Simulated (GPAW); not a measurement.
# TiTe2 (P-3m1) in GPAW: a series of runs

The runs below take TiTe2 through relaxation of cell and atoms, single point, with PBEsol, PBE.

All numbers are computed with GPAW 26.7.0; they aren't measurements. Logs are shortened: lines on timing, memory, paths and dates and some standing lists are left out, and cuts for length are marked. The log counts tension as positive stress, the text compression.

## (1) Starting point

It takes space group P-3m1 (No. 164, trigonal). Conventional cell: a = 3.777 Å, b = 3.777 Å, c = 6.498 Å, α = 90.00°, β = 90.00°, γ = 120.00°. Te (site symmetry 3m) has 3 Ti at 2.77 Å as nearest neighbours. Ti (site symmetry -3m) has 6 Te at 2.77 Å as nearest neighbours.

## (2) Relaxation of cell and atoms, PBEsol, target pressure 30 GPa, at which the enthalpy is minimised

run.py reads:

```python
from ase import Atoms
from ase.filters import FrechetCellFilter
from ase.io import write
from ase.optimize import BFGS
from ase.units import GPa
from gpaw import GPAW, PW, setup_paths

setup_paths.insert(0, '.')

atoms = Atoms(['Te', 'Te', 'Ti'],
              cell=[[3.777, 0.0, 0.0],
                    [-1.8885, 3.2709779501, 0.0],
                    [0.0, 0.0, 6.498]],
              scaled_positions=[[0.3333333333, 0.6666666667, 0.7372],
                                [0.6666666667, 0.3333333333, 0.2628],
                                [0.0, 0.0, 0.0]],
              pbc=True)

calc = GPAW(mode=PW(600),
            xc='PBEsol',
            kpts={'size': (6, 6, 3), 'gamma': True},
            occupations={'name': 'fermi-dirac', 'width': 0.05},
            nbands=24,
            convergence={'density': 1e-05, 'forces': 0.0001},
            maxiter=150,
            txt='gpaw.txt')
atoms.calc = calc
opt = BFGS(FrechetCellFilter(atoms, scalar_pressure=30 * GPa), trajectory='relax.traj', logfile='-')
done = opt.run(fmax=0.02, steps=60)
calc.write('gs.gpw')
write('result.traj', atoms)
print('Converged:', done)
print('Cell:', atoms.cell.cellpar().round(4))
print('Volume:', round(atoms.get_volume(), 4))
print(atoms.get_scaled_positions().round(5))
```

Potentials or basis: PAW data sets generated in the run's folder for this functional, pw.

Launch:

```
$ gpaw-setup -f PBEsol Te Ti
$ OMP_NUM_THREADS=1 python run.py
```

gpaw.txt:

```text
__  _  _
 | _ |_)|_||  |
 |__||  | ||/\| - 26.7.0

Input parameters:
  mode=PW(ecut=600.0),
  convergence={'density': 1e-05, 'forces': 0.0001},
  kpts=MonkhorstPack(size=(6, 6, 3), gamma=True),
  maxiter=150,
  nbands=24,
  occupations=Occupations(name='fermi-dirac', width=0.05),
  xc=XC(name='PBEsol')

Diagonalizing LCAO Hamiltonian
Converting LCAO to pw mode

        Te

            Te

       Ti

Atoms  # Å, Bohr magnetons
|   | symbol |         x |        y |        z |    initial magnetic moments |
|---|--------|-----------|----------|----------|-----------------------------|
| 0 |     Te | -0.000000 | 2.180652 | 4.790326 | ( 0.0000,  0.0000,  0.0000) |
| 1 |     Te |  1.888500 | 1.090326 | 1.707674 | ( 0.0000,  0.0000,  0.0000) |
| 2 |     Ti |  0.000000 | 0.000000 | 0.000000 | ( 0.0000,  0.0000,  0.0000) |

Unit cell  # Å
| periodic |         x |        y |        z |  lengths |     angles |
|----------|-----------|----------|----------|----------|------------|
|      yes |  3.777000 | 0.000000 | 0.000000 | 3.777000 |  90.000000 |
|      yes | -1.888500 | 3.270978 | 0.000000 | 3.777000 |  90.000000 |
|      yes |  0.000000 | 0.000000 | 6.498000 | 6.498000 | 120.000000 |

Number of symmetries: 12
Symmetry operations  # r_c * U_cc + t_c -> r_c
|    | kind |            matrix            |
|----|------|------------------------------|
|  0 |  σ   |  1, 1, 0,  0,-1, 0,  0, 0, 1 |
|  1 |  S6  |  1, 1, 0, -1, 0, 0,  0, 0,-1 |
|  2 |  E   |  1, 0, 0,  0, 1, 0,  0, 0, 1 |
|  3 |  C2  |  1, 0, 0, -1,-1, 0,  0, 0,-1 |
|  4 |  C2  |  0, 1, 0,  1, 0, 0,  0, 0,-1 |
|  5 |  C3  |  0, 1, 0, -1,-1, 0,  0, 0, 1 |
|  6 |  S6  |  0,-1, 0,  1, 1, 0,  0, 0,-1 |
|  7 |  σ   |  0,-1, 0, -1, 0, 0,  0, 0, 1 |
|  8 |  σ   | -1, 0, 0,  1, 1, 0,  0, 0, 1 |
|  9 |  i   | -1, 0, 0,  0,-1, 0,  0, 0,-1 |
| 10 |  C3  | -1,-1, 0,  1, 0, 0,  0, 0, 1 |
| 11 |  C2  | -1,-1, 0,  0, 1, 0,  0, 0,-1 |
[... 167 lines left out ...]
Fermi level: 6.506
Eigenvalues  # (at kpt = [0.000, 0.000, 0.000])
| band index |      eig [eV] | occ [0-2] |
|------------|---------------|-----------|
|          0 |       -50.692 |     2.000 |
|          1 |       -27.056 |     2.000 |
|          2 |       -27.056 |     2.000 |
|          3 |       -27.032 |     2.000 |
|          4 |        -5.896 |     2.000 |
|          5 |        -4.389 |     2.000 |
[... 9 lines left out ...]
|         15 |         9.603 |     0.000 |
|         16 |         9.603 |     0.000 |
|        ... |               |           |
|         23 |        16.995 |     0.000 |

No gap
No difference between direct/indirect transitions

Stress tensor  # eV/Ang^3
|         x |         y |        z |
|-----------|-----------|----------|
|  0.017005 | -0.000000 | 0.000000 |
| -0.000000 |  0.017005 | 0.000000 |
|  0.000000 |  0.000000 | 0.017382 |

Forces  # eV/Ang
|        x |        y |        z |
|----------|----------|----------|
|  0.00000 | -0.00000 |  0.19234 |  # Te   0
| -0.00000 |  0.00000 | -0.19234 |  # Te   1
|  0.00000 |  0.00000 |  0.00000 |  # Ti   2

Interpolating wave functions to new cell

        Te

            Te

       Ti

Atoms  # Å, Bohr magnetons
|   | symbol |         x |        y |         z |    initial magnetic moments |
|---|--------|-----------|----------|-----------|-----------------------------|
| 0 |     Te | -0.000000 | 2.124628 |  4.669709 | ( 0.0000,  0.0000,  0.0000) |
| 1 |     Te |  1.839982 | 1.062314 |  1.661045 | ( 0.0000,  0.0000,  0.0000) |
| 2 |     Ti |  0.000000 | 0.000000 | -0.000000 | ( 0.0000,  0.0000,  0.0000) |

Unit cell  # Å
| periodic |         x |         y |         z |  lengths |     angles |
|----------|-----------|-----------|-----------|----------|------------|
|      yes |  3.679964 |  0.000000 | -0.000000 | 3.679964 |  90.000000 |
|      yes | -1.839982 |  3.186942 | -0.000000 | 3.679964 |  90.000000 |
|      yes | -0.000000 | -0.000000 |  6.330754 | 6.330754 | 120.000000 |
[... 143 lines left out ...]
convergence criteria:
- Maximum integral of absolute [dens]ity change: 1e-05 electrons / valence electron
- Maximum change in the atomic [forces] across last 2 cycles: 0.0001 eV/Ang OR
Maximum error relative to the maximum force is below inf
- Maximum [total energy] change in last 3 cyles: 0.0005 eV / valence electron
- Maximum integral of absolute [eigenst]ate change: 4e-08 eV^2 / valence electron
maximum number of iterations: 150

SCF iterations
|iter     | |      energy | eigst |  dens |force |
|---------|-|-------------|-------|-------|------|
|iter:   1| |  -16.963687 | -0.27 |       |      |
|iter:   2| |  -16.889704 | -2.31 | -1.23 |      |
|iter:   3| |  -16.628791 | -2.14 | -1.26 |      |
|iter:   4| |  -16.498027 | -2.20 | -1.48 |      |
|iter:   5| |  -16.485620 | -3.35 | -2.08 |      |
|iter:   6| |  -16.484290 | -4.10 | -2.44 |      |
|iter:   7| |  -16.484229c| -4.84 | -2.82 |      |
|iter:   8| |  -16.484232c| -6.52 | -3.68 |      |
|iter:   9| |  -16.484232c| -7.53c| -4.08 |      |
|iter:  10| |  -16.484232c| -8.17c| -5.10c|      |
|iter:  11| |  -16.484232c| -9.02c| -6.00c|-3.84 |
|iter:  12| |  -16.484232c| -9.49c| -6.49c|-4.73c|

Converged in 12 steps
Energy contributions relative to reference atoms: (reference = -392621.564804)

Energy contributions:
  Kinetic:          32.075673
  Coulomb:         -30.385511
  Zero:              0.247494
  External:          0.000000
  Xc:              -18.418166
  Entropy:          -0.007445
  Spinorbit:         0.000000
  ----------------------------
  Free energy:     -16.487954
  Extrapolated:    -16.484232

dipole moment: (-5.862816, -10.154695, -20.171962)  # |e|*Ang

Fermi level: 7.430
Eigenvalues  # (at kpt = [0.000, 0.000, 0.000])
| band index |      eig [eV] | occ [0-2] |
|------------|---------------|-----------|
|          0 |       -49.552 |     2.000 |
|          1 |       -25.936 |     2.000 |
|          2 |       -25.936 |     2.000 |
|          3 |       -25.936 |     2.000 |
|          4 |        -5.422 |     2.000 |
|          5 |        -3.666 |     2.000 |
[... 9 lines left out ...]
|         15 |        10.894 |     0.000 |
|         16 |        10.894 |     0.000 |
|        ... |               |           |
|         23 |        18.267 |     0.000 |
[... 182 lines left out ...]
convergence criteria:
- Maximum integral of absolute [dens]ity change: 1e-05 electrons / valence electron
- Maximum change in the atomic [forces] across last 2 cycles: 0.0001 eV/Ang OR
Maximum error relative to the maximum force is below inf
- Maximum [total energy] change in last 3 cyles: 0.0005 eV / valence electron
- Maximum integral of absolute [eigenst]ate change: 4e-08 eV^2 / valence electron
maximum number of iterations: 150

SCF iterations
|iter     | |      energy | eigst |  dens |force |
|---------|-|-------------|-------|-------|------|
|iter:   1| |  -19.445760 | +0.50 |       |      |
|iter:   2| |  -18.425091 | -1.79 | -0.81 |      |
|iter:   3| |  -16.108500 | -1.27 | -0.86 |      |
|iter:   4| |  -15.553308 | -1.88 | -1.22 |      |
|iter:   5| |  -15.486701 | -2.45 | -1.59 |      |
|iter:   6| |  -15.482198 | -3.10 | -2.05 |      |
|iter:   7| |  -15.481288c| -4.25 | -2.39 |      |
|iter:   8| |  -15.481085c| -4.89 | -2.84 |      |
|iter:   9| |  -15.481095c| -6.68 | -3.57 |      |
|iter:  10| |  -15.481094c| -7.56c| -4.21 |      |
|iter:  11| |  -15.481094c| -8.66c| -5.44c|      |
|iter:  12| |  -15.481094c| -9.21c| -6.03c|-3.88 |
|iter:  13| |  -15.481094c| -9.71c| -6.59c|-5.73c|

Converged in 13 steps
Energy contributions relative to reference atoms: (reference = -392621.564804)

Energy contributions:
  Kinetic:          70.067603
  Coulomb:         -59.961555
  Zero:              0.108761
  External:          0.000000
  Xc:              -25.692349
  Entropy:          -0.007108
  Spinorbit:         0.000000
  ----------------------------
  Free energy:     -15.484649
  Extrapolated:    -15.481094

dipole moment: (-5.464296, -9.464439, -18.820196)  # |e|*Ang

Fermi level: 10.091
Eigenvalues  # (at kpt = [0.000, 0.000, 0.000])
| band index |      eig [eV] | occ [0-2] |
|------------|---------------|-----------|
|          0 |       -46.326 |     2.000 |
|          1 |       -22.863 |     2.000 |
|          2 |       -22.760 |     2.000 |
|          3 |       -22.760 |     2.000 |
|          4 |        -4.060 |     2.000 |
|          5 |        -1.536 |     2.000 |
[... 9 lines left out ...]
|         15 |        14.461 |     0.000 |
|         16 |        14.461 |     0.000 |
|        ... |               |           |
|         23 |        21.161 |     0.000 |
[... 1213 lines left out ...]
|        ... |               |           |
|          2 |       -21.060 |     2.000 |
|          3 |       -21.060 |     2.000 |
|          4 |        -3.697 |     2.000 |
|          5 |        -0.281 |     2.000 |
|          6 |         4.085 |     2.000 |
|          7 |        10.268 |     2.000 |
[... 8 lines left out ...]
|         16 |        15.247 |     0.000 |
|         17 |        17.574 |     0.000 |
|        ... |               |           |
|         23 |        22.655 |     0.000 |

No gap
No difference between direct/indirect transitions

Stress tensor  # eV/Ang^3
|         x |         y |         z |
|-----------|-----------|-----------|
| -0.179716 |  0.000000 |  0.000000 |
|  0.000000 | -0.179716 |  0.000000 |
|  0.000000 |  0.000000 | -0.197341 |

Forces  # eV/Ang
|        x |       y |        z |
|----------|---------|----------|
| -0.00000 | 0.00000 |  0.04634 |  # Te   0
|  0.00000 | 0.00000 | -0.04634 |  # Te   1
|  0.00000 | 0.00000 |  0.00000 |  # Ti   2

Interpolating wave functions to new cell

         Te

            Te

       Ti

Atoms  # Å, Bohr magnetons
|   | symbol |         x |        y |         z |    initial magnetic moments |
|---|--------|-----------|----------|-----------|-----------------------------|
| 0 |     Te | -0.000000 | 1.911100 |  4.109160 | ( 0.0000,  0.0000,  0.0000) |
| 1 |     Te |  1.655061 | 0.955550 |  1.749092 | ( 0.0000,  0.0000,  0.0000) |
| 2 |     Ti | -0.000000 | 0.000000 | -0.000000 | ( 0.0000,  0.0000,  0.0000) |

Unit cell  # Å
| periodic |         x |         y |         z |  lengths |     angles |
|----------|-----------|-----------|-----------|----------|------------|
|      yes |  3.310123 |  0.000000 | -0.000000 | 3.310123 |  90.000000 |
|      yes | -1.655061 |  2.866651 | -0.000000 | 3.310123 |  90.000000 |
|      yes | -0.000000 | -0.000000 |  5.858252 | 5.858252 | 120.000000 |

Number of symmetries: 12
Symmetry operations  # r_c * U_cc + t_c -> r_c
|    | kind |            matrix            |
|----|------|------------------------------|
|  0 |  σ   |  1, 1, 0,  0,-1, 0,  0, 0, 1 |
|  1 |  S6  |  1, 1, 0, -1, 0, 0,  0, 0,-1 |
|  2 |  E   |  1, 0, 0,  0, 1, 0,  0, 0, 1 |
|  3 |  C2  |  1, 0, 0, -1,-1, 0,  0, 0,-1 |
|  4 |  C2  |  0, 1, 0,  1, 0, 0,  0, 0,-1 |
|  5 |  C3  |  0, 1, 0, -1,-1, 0,  0, 0, 1 |
|  6 |  S6  |  0,-1, 0,  1, 1, 0,  0, 0,-1 |
|  7 |  σ   |  0,-1, 0, -1, 0, 0,  0, 0, 1 |
|  8 |  σ   | -1, 0, 0,  1, 1, 0,  0, 0, 1 |
|  9 |  i   | -1, 0, 0,  0,-1, 0,  0, 0,-1 |
| 10 |  C3  | -1,-1, 0,  1, 0, 0,  0, 0, 1 |
| 11 |  C2  | -1,-1, 0,  0, 1, 0,  0, 0,-1 |
[... 666 lines left out ...]
|          6 |         4.092 |     2.000 |
|          7 |        10.426 |     2.000 |
[... 8 lines left out ...]
|         16 |        15.400 |     0.000 |
|         17 |        17.837 |     0.000 |
|        ... |               |           |
|         23 |        22.719 |     0.000 |

No gap
No difference between direct/indirect transitions

Stress tensor  # eV/Ang^3
|         x |         y |         z |
|-----------|-----------|-----------|
| -0.187244 |  0.000000 |  0.000000 |
|  0.000000 | -0.187244 | -0.000000 |
|  0.000000 | -0.000000 | -0.187143 |

Forces  # eV/Ang
|        x |        y |        z |
|----------|----------|----------|
|  0.00000 | -0.00000 |  0.00205 |  # Te   0
| -0.00000 |  0.00000 | -0.00205 |  # Te   1
|  0.00000 |  0.00000 |  0.00000 |  # Ti   2

# Writing to gs.gpw (mode='')
```

Wall time 2.6 min (1 thread of Arm Neoverse V2, shared host); peak memory 0.25 GiB.

Results:

- Free energy: -15.1195 eV
- Relaxed volume: 18.52 Å³/atom
- Relaxed cell: a = 3.305 Å, b = 3.305 Å, c = 5.872 Å, α = 90.00°, β = 90.00°, γ = 120.00°
- Space group after relaxing (to 0.05 Å): P-3m1 (No. 164)
- Energy change on relaxing (the enthalpy is what falls): +457.2 meV/atom
- Ionic steps: 11
- Pressure after relaxing: 30.0 GPa
- Band gap on the k mesh: none (metal or under the smearing width)

Forces on the atoms (eV/Å):
```
Te   0.000  0.000  0.002
Te   0.000  0.000 -0.002
Ti   0.000  0.000  0.000
```

Step by step:
```csv
step,energy change (eV),largest force (eV/Å),pressure (GPa),volume (Å³)
1,0.0000,0.1923,-2.74,80.28
2,0.0015,0.5354,2.83,74.25
3,1.0046,2.6120,25.70,60.85
4,1.3909,2.6251,32.62,57.61
5,1.7228,1.3932,37.78,54.33
6,1.5892,0.1877,34.27,54.54
7,1.3479,0.0046,29.80,55.72
8,1.3493,0.0463,29.73,55.70
9,1.3646,0.1151,29.73,55.59
10,1.3697,0.0490,29.89,55.56
11,1.3715,0.0021,29.99,55.55
```

Final structure:
```yaml
crystal:
  lattice:
    - [3.30499, 0.00000, 0.00000]
    - [-1.65249, 2.86221, 0.00000]
    - [0.00000, 0.00000, 5.87214]
  atoms:
    - { symbol: Te, position: [0.33333, 0.66667, 0.70229] }
    - { symbol: Te, position: [0.66667, 0.33333, 0.29771] }
    - { symbol: Ti, position: [0.00000, 0.00000, 0.00000] }
```

Levels at points of the mesh, in eV from the Fermi level:
| k point | band 8 | band 9 | band 10 | band 11 | band 12 | band 13 | band 14 | band 15 | band 16 | band 17 |
| --- | --- | --- | --- | --- | --- | --- | --- | --- | --- | --- |
| (0.00, 0.00, 0.00) | -1.40 | -1.40 | -0.48 | 0.71 | 0.71 | 1.74 | 2.60 | 2.60 | 3.57 | 3.57 |
| (0.50, 0.50, 0.00) | -5.63 | -3.77 | -3.25 | -1.68 | -1.66 | -0.41 | 2.14 | 2.18 | 3.37 | 4.84 |

Caveat: later steps reuse the first step's grids; the volume moved by over 15 % at a fixed basis, so the end points are rough; this functional lacks dispersion, which binds the layers, so the pressure and a relaxed spacing across them are unreliable.

## (3) Single point, PBE

run.py reads:

```python
from ase.dft.bandgap import bandgap
from ase.io import read, write
from ase.units import GPa
from gpaw import GPAW, PW

atoms = read('TiTe2.xyz')

calc = GPAW(mode=PW(500),
            xc='PBE',
            kpts={'size': (7, 7, 4), 'gamma': True},
            occupations={'name': 'fermi-dirac', 'width': 0.05},
            nbands=24,
            maxiter=120,
            txt='gpaw.txt')
atoms.calc = calc
energy = atoms.get_potential_energy()
forces = atoms.get_forces()
stress = atoms.get_stress()
calc.write('gs.gpw')
write('result.traj', atoms)
print(f'Energy: {energy:.6f} eV')
print('Forces (eV/A):')
print(forces.round(4))
print('Stress (GPa):', (stress / GPa).round(3))
print('Fermi level:', round(calc.get_fermi_level(), 4), 'eV')
print(f'Gap: {bandgap(calc)[0]:.4f} eV, direct: {bandgap(calc, direct=True)[0]:.4f} eV')
```

TiTe2.xyz reads:

```xyz
3
Lattice="3.7770000000 0.0000000000 0.0000000000 -1.8885000000 3.2709779501 0.0000000000 0.0000000000 0.0000000000 6.4980000000" Properties=species:S:1:pos:R:3 pbc="T T T"
Te    -0.0000000002      2.1806519668      4.7903256000
Te     1.8885000002      1.0903259833      1.7076744000
Ti     0.0000000000      0.0000000000      0.0000000000
```

Potentials or basis: GPAW PAW data sets (gpaw-data 1.2.1), pw.

Launch:

```
$ OMP_NUM_THREADS=1 python run.py
```

Wall time 21 s (1 thread of Arm Neoverse V2, shared host); peak memory 0.17 GiB.

The run converged. Its results:

| Quantity | Value |
| --- | --- |
| Free energy | -15.1655 eV |
| Pressure | 0.6 GPa |
| Largest force | 0.013 eV/Å |
| Band gap on the k mesh | none (metal or under the smearing width) |

Forces on the atoms (eV/Å):
```
Te   0.000  0.000  0.013
Te   0.000  0.000 -0.013
Ti   0.000  0.000  0.000
```

Stress tensor (GPa, compression positive):
```
0.50 0.00 0.00
0.00 0.50 0.00
0.00 0.00 0.81
```

Levels at points of the mesh, in eV from the Fermi level:
```
           k point  band 9  band 10  band 11  band 12  band 13  band 14  band 15  band 16
(0.00, 0.00, 0.00)   -1.66     0.37     0.42     0.42     0.59     1.08     1.08     3.08
(0.00, 0.00, 0.50)   -1.59    -1.59     0.41     0.41     0.77     0.77     1.05     3.51
```

Caveat: the cutoff is short for stress and forces, so pressures can be off by a GPa or more; this functional lacks dispersion, which binds the layers, so the pressure and a relaxed spacing across them are unreliable. Spin-orbit coupling is left out, which matters for the levels of Te.
